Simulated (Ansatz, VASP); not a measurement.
**Nb in VASP and in Ansatz**

```
Nb
1.0
     0.00000    2.14283    2.14283
     2.14283    0.00000    2.14283
     2.14283    2.14283    0.00000
Nb
1
Direct
  0.00000 0.00000 0.00000
```

Change from the starting cell: volume scaled by 1.04.

Alike in both runs: task single point; functional PBE; k mesh 11 × 11 × 11; occupations fermi-dirac, width 0.05 eV; no spin polarisation.

|  | VASP | Ansatz |
| --- | --- | --- |
| version | VASP 6.6.1 | Ansatz 0.2.0 |
| potentials or method | VASP PAW PBE potentials, release 64 (Nb_sv) | Ansatz PAW |
| plane-wave cutoff (eV) | 520 | 420 |
| valence electrons in the cell | 13 | 13 |

|  | VASP | Ansatz | Ansatz less VASP |
| --- | --- | --- | --- |
| gap on the k mesh at the Fermi level (eV) | none | none | - |
| pressure (GPa) | -7.8 | -7.5 | +0.27 |

A gap of «none» marks a metal or a gap that the smearing closes.
